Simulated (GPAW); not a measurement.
## Zr in GPAW: convergence with bands over the usual count

Crystal: Zr.

```
CELL_PARAMETERS angstrom
3.23200 0.00000 0.00000
-1.61600 2.79899 0.00000
0.00000 0.00000 5.14700
ATOMIC_POSITIONS crystal
Zr 0.66667 0.33333 0.75000
Zr 0.33333 0.66667 0.25000
```

- Program: GPAW 26.7.0
- Task: convergence study
- Functional: PBE
- Potentials or basis: GPAW PAW data sets (gpaw-data 1.2.1)
- Cutoff: 600 eV
- Basis: pw
- k mesh: 7 × 7 × 4
- Occupations: fermi-dirac, width 0.05 eV
- Spin: no spin polarisation

These are the settings of the first run; the series varies bands over the usual count, with any setting tied to it.

Hardware: 1 thread of Arm Neoverse V2, on a shared host.

```
bands over the usual count  energy less the tightest run, at zero smearing (meV/atom)  SCF cycles  CPU time (s)  peak memory (GiB)
                      0.72                                                       0.00           9            12               0.15
                       0.8                                                       0.00           9            12               0.16
                       0.9                                                       0.00           9            13               0.16
                         1                                                       0.00           9            15               0.16
                       1.3                                                       0.00          10            21               0.17
                       1.7                                                       0.00          10            27               0.17
                       2.5                                                       0.00          16            69               0.19
```

Against the tightest run, the energy stays within 1 meV/atom from 0.72 on. The tightest run that finished is the yardstick and may itself not be fully converged.
